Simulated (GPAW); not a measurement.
HfN:

```
CELL_PARAMETERS angstrom
0.00000 2.45482 2.45482
2.45482 0.00000 2.45482
2.45482 2.45482 0.00000
ATOMIC_POSITIONS crystal
Hf 0.00000 0.00000 0.00000
N 0.25000 0.25000 0.25000
```

The cell comes from a database or a generator and needn't be the stable form of this composition.

```yaml
Program: GPAW 26.7.0
Task: single point
Functional: PBE
Potentials_or_basis: GPAW PAW data sets (gpaw-data 1.2.1)
Cutoff: 800 eV
Basis: pw
k_mesh: 9 × 9 × 9
Occupations: fermi-dirac, width 0.05 eV
Spin: no spin polarisation
```

On this cell: pressure 1.5 GPa; largest force zero by symmetry; band gap on the k mesh none (metal or under the smearing width).

The same run follows on a disturbed copy (atoms moved at random, drawn with an rms of 0.05 Å):

```
Hf N
1.0
     0.00000    2.45482    2.45482
     2.45482    0.00000    2.45482
     2.45482    2.45482    0.00000
Hf N
1 1
Cartesian
  -0.0156 -0.0121 -0.0110
  1.1836 1.2351 1.2436
```

Task: What does the disturbed cell give?

Result: The energy (extrapolated to zero smearing) moves by +6.3 meV/atom; pressure 1.8 GPa; largest force 0.599 eV/Å; band gap on the k mesh none (metal or under the smearing width).

Forces on the atoms (eV/Å):
```
Hf  -0.379  0.285  0.367
N    0.379 -0.284 -0.367
```

Stress tensor (GPa, compression positive):
```
 1.77 -1.81 -1.39
-1.81  1.78  1.87
-1.39  1.87  1.77
```
